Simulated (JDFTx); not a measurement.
The system is Tc.

```xyz
1
Lattice="0.0000 1.9500 1.9500 1.9500 0.0000 1.9500 1.9500 1.9500 0.0000" Properties=species:S:1:pos:R:3 pbc="T T T"
Tc    0.0000    0.0000    0.0000
```

This isn't the form of Tc at room conditions, which is hcp.

| Item | Value |
| --- | --- |
| Program | JDFTx 1.7.0 (patched build) |
| Task | single point |
| Functional | PBE |
| Potentials or basis | PseudoDojo-SR-PBE-0.5-standard |
| Cutoff | 1143 eV |
| Density cutoff | 4572 eV |
| k mesh | 12 × 12 × 12 |
| Occupations | fermi-dirac, width 0.05 eV |
| Spin | no spin polarisation |

On this cell: pressure -6.0 GPa; band gap on the k mesh none (metal or under the smearing width).

The same run follows on a disturbed copy (cell strained at random at fixed volume):

```
Tc
1.0
     0.04787    1.96905    1.97138
     2.00713    0.03456    1.98470
     1.97312    1.94836    0.06856
Tc
1
Direct
  0.99325 0.99319 0.03631
```

Q: What does the disturbed cell give?

A: The energy (extrapolated to zero smearing) moves by +20.6 meV/atom; pressure -5.4 GPa; band gap on the k mesh none (metal or under the smearing width).

Stress tensor (GPa, compression positive):
```
-7.08 -0.70 -6.78
-0.70 -4.68 -4.95
-6.78 -4.95 -4.32
```
